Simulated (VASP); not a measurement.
# CdSe: single point with RPBE

Crystal: CdSe.

```xyz
2
Lattice="0.0000 3.0703 3.0703 3.0703 0.0000 3.0703 3.0703 3.0703 0.0000" Properties=species:S:1:pos:R:3 pbc="T T T"
Cd    0.0000    0.0000    0.0000
Se    1.5351    1.5351    1.5351
```

Measurements of this composition are mostly on another form, of space group No. 186.

```
Program             : VASP 6.6.1
Task                : single point
Functional          : RPBE
Potentials or basis : VASP PAW PBE potentials, release 64 (Cd, Se)
Cutoff              : 520 eV
k mesh              : 8 × 8 × 8
Occupations         : gaussian, width 0.05 eV
Spin                : no spin polarisation
```

```yaml
Pressure: 3.5 GPa
Band_gap_on_the_k_mesh: 0.72 eV, direct
```

Levels at points of the mesh, in eV from the valence-band top:
```
           k point  band 5  band 6  band 7  band 8  band 9  band 10  band 11  band 12  band 13  band 14
(0.00, 0.00, 0.00)   -7.51   -7.51    0.00    0.00    0.00     0.72     6.01     6.01     6.01     9.94
(0.50, 0.00, 0.00)   -7.48   -7.23   -4.16   -0.70   -0.70     2.49     6.52     6.52     7.55    10.22
(0.50, 0.50, 0.00)   -7.45   -7.16   -3.91   -1.74   -1.74     3.37     3.83     9.19    10.17    10.17
```

Wall time 14 s on 1 thread of Intel(R) Xeon(R) Platinum 8488C (Sapphire Rapids), with other jobs on the host, peak memory 0.18 GiB.

Caveat: the PAW data sets were made with another functional, which shifts forces and pressure a little.
